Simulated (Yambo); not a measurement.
# Br in Yambo: convergence with bands in self energy

The system is Br.

```
Br
1.0
     3.36325   -2.32255    0.00000
     3.36325    2.32255    0.00000
     0.00000    0.00000    8.70230
Br
4
Direct
  0.36510 0.63490 0.39010
  0.13490 0.86510 0.89010
  0.63490 0.36510 0.60990
  0.86510 0.13490 0.10990
```

* Program: Yambo 5.3.0
* Task: G0W0 quasiparticle levels
* Functional: PBEsol
* Potentials or basis: PseudoDojo 0.4.1 SR PBEsol standard
* Cutoff: 626 eV
* Density cutoff: 2503 eV
* k mesh: 4 × 4 × 2
* Occupations: fixed
* Spin: no spin polarisation
* k mesh of the self-consistent run: 8 × 8 × 4
* Random integration of the Coulomb term: yes
* Direction of the field or of q to 0: x + y + z
* Broadening: 0.1 eV
* States corrected: Γ and the k points of the band edges
* Frequency dependence of W: plasmon pole
* Terminator of the band sum in the self-energy: none
* Quasiparticle equation: linearised (Newton)
* Imaginary frequency of the plasmon-pole fit: 27.2114 eV
* Bands in the response: 134
* Bands in the self-energy: 34
* Cutoff of the response matrix: 8 Ry
* Cutoff of exchange and Vxc: 46 Ry
* Bands corrected (first, last): [14, 15]

These are the settings of the first run; the series varies bands in self energy, with any setting tied to it.

Task: The values tried are 34, 54, 94, 134, loosest first. From which on does the quasiparticle gap at the points computed stay within 0.05 eV of the tightest run that finished?

Result: From 54 on.

| bands in self energy | quasiparticle gap at the points computed (eV) |
| --- | --- |
| 34 | 3.716 |
| 54 | 3.686 |
| 94 | 3.665 |
| 134 | 3.654 |

The tightest run that finished is the yardstick and may itself not be fully converged.

Caveat, for the tightest run too: this version prints the column dSc/dw multiplied by 27.2; the quasiparticle gap listed is the Kohn-Sham gap on the denser mesh of the self-consistent run plus the correction found on the GW mesh, so it differs from the gap in the log.
